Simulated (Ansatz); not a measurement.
Write the native input for Ansatz 0.2.0 that does the following.

| Quantity | Value |
| --- | --- |
| Task | relaxation of cell and atoms |
| Functional | PBEsol |
| Potentials or basis | Ansatz PAW |
| Cutoff | 420 eV (not typed: the program's choice for these potentials) |
| k mesh | 9 × 9 × 9 |
| Occupations | fermi-dirac, width 0.05 eV |
| Spin | no spin polarisation |

Crystal: AlRu.

```xyz
2
Lattice="2.9916 0.0000 0.0000 0.0000 2.9916 0.0000 0.0000 0.0000 2.9916" Properties=species:S:1:pos:R:3 pbc="T T T"
Ru    1.4958    1.4958    1.4958
Al    0.0000    0.0000    0.0000
```

The input as run:

input.yaml

```yaml
crystal:
  lattice:
    - [2.9916, 0.0, 0.0]
    - [0.0, 2.9916, 0.0]
    - [0.0, 0.0, 2.9916]
  atoms:
    - { symbol: Ru, position: [0.5, 0.5, 0.5] }
    - { symbol: Al, position: [0.0, 0.0, 0.0] }
hamiltonian:
  xc: pbesol
  pseudopotentials: { kind: paw }
kpoints:
  mp_grid: { grid: [9, 9, 9] }
scf:
  occupations: { method: fermi_dirac, width: 0.05 }
output:
  forces: true
  stress: true
  eigenvalues: true
relax:
  f_tol: 0.01
  max_steps: 40
  cell: { stress_tol: 0.05 }
```

Potentials or basis: Ansatz PAW.

Run with:

```bash
$ ansatz run input.yaml --threads 2 --pin off --max-ram 5632MiB --backend cpu --events-out ev --progress --plain --runs-dir out
```

It gave:

```yaml
Relaxed_volume: 13.18 Å³/atom
Relaxed_cell: a = 2.976 Å, b = 2.976 Å, c = 2.976 Å, α = 90.00°, β = 90.00°, γ = 90.00°
Space_group_after_relaxing_to_0.05_Å: Pm-3m (No. 221)
Energy_gained_by_relaxing: 2.2 meV/atom
Ionic_steps: 4
Pressure_after_relaxing: 0.0 GPa
Band_gap_on_the_k_mesh: none (metal or under the smearing width)
```

Caveat: the plane-wave basis is chosen anew once the cell has moved, so the energies of steps on either side of that aren't comparable; the PAW data sets come from PBE, with cores solved anew for the run's functional, which leaves a small shift of forces and pressure.

It took 1.8 s on 2 threads of Arm Neoverse V2, with other jobs on the host, peak memory 0.28 GiB.
